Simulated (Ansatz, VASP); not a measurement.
**Two plane-wave programs on SiO2**

```
Si O
1.0
     5.18986    0.00000    0.00000
    -2.59493    4.49455    0.00000
     0.00000    0.00000    5.52485
Si O
3 6
Direct
  0.00000 0.50000 0.33333
  0.50000 0.50000 0.66667
  0.50000 0.00000 0.00000
  0.58439 0.79220 0.83333
  0.79220 0.58439 0.50000
  0.79220 0.20780 0.16667
  0.41561 0.20780 0.83333
  0.20780 0.41561 0.50000
  0.20780 0.79220 0.16667
```

Change from the starting cell: strain +0.0300 x Voigt [1, 1, 0, 0, 0, 0], atoms carried along.

Alike in both runs: task single point; functional LDA; k mesh 6 × 6 × 4; occupations gaussian, width 0.05 eV; no spin polarisation.

```csv
,VASP,Ansatz
version,VASP 6.6.1,Ansatz 0.2.0
potentials or method,"VASP PAW LDA potentials, release 64 (Si, O)","scalar-relativistic, plane waves, PAW"
plane-wave cutoff (eV),520,420
valence electrons in the cell,48,48
```

|  | VASP | Ansatz | Ansatz less VASP |
| --- | --- | --- | --- |
| gap on the k mesh at the Fermi level (eV) | 5.16 | 5.16 | +0.002 |
| least direct gap on the mesh (eV) | 5.40 | 5.40 | -0.002 |
| pressure (GPa) | -9.4 | -9.9 | -0.48 |
| largest component of the traceless stress (GPa) | 1.48 | 1.46 | -0.016 |
| rms of the force components (eV/Å) | 0.216 | 0.218 | +0.0023 |

Atom by atom the forces differ by 0.002 eV/Å (rms over components).

A k mesh can miss the band edges.
